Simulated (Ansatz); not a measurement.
# GaAs: the cost of one run

Method: DFT PBEsol, scalar-relativistic, plane waves, PAW, in Ansatz 0.2.0.

4 further runs of the same task are left out: 4 set aside as unsound or not needed.

### 1 Starting point

The structure is cubic, space group F-43m (No. 216). The conventional cell has a = 5.659 Å, b = 5.659 Å, c = 5.659 Å, α = 90.00°, β = 90.00°, γ = 90.00°. Ga (site symmetry -43m) has 4 As at 2.45 Å as nearest neighbours. Around As (site symmetry -43m) lie 4 Ga at 2.45 Å.

Coordinates:

```
Ga As
1.0
     0.00000    2.82956    2.82956
     2.82956    0.00000    2.82956
     2.82956    2.82956    0.00000
Ga As
1 1
Direct
  0.00000 0.00000 0.00000
  0.75000 0.75000 0.75000
```

This cell was relaxed beforehand with the same method: volume 22.65 Å³/atom, gap on the mesh 0.42 eV.

### 2 The cell under 20 GPa

What is minimised here is the enthalpy; the energy can go up as the cell is squeezed.

The input, input.yaml:

```yaml
crystal:
  lattice:
    - [0.0, 2.8295586684, 2.8295586684]
    - [2.8295586684, 0.0, 2.8295586684]
    - [2.8295586684, 2.8295586684, 0.0]
  atoms:
    - { symbol: Ga, position: [0.0, 0.0, 0.0] }
    - { symbol: As, position: [0.75, 0.75, 0.75] }
basis:
  ecutwfc: 420
kpoints:
  mp_grid: { grid: [12, 12, 12] }
hamiltonian:
  xc: pbesol
scf:
  occupations: { method: fixed }
output:
  forces: true
  stress: true
  eigenvalues: true
relax:
  adjacent_minimum: "off"
  f_tol: 0.001
  max_steps: 60
  cell: { stress_tol: 0.02, p_target: 20.0 }
```

On the command line:

```
$ ansatz run input.yaml --threads 1 --pin off --max-ram 3072MiB --backend cpu --events-out ev --progress --plain --runs-dir out
```

**Question.** How long does this run take on 1 thread of AMD EPYC 9R45 (Zen 5), shared host, and how much memory does it need?

About 12 s, with a peak of 0.45 GiB.
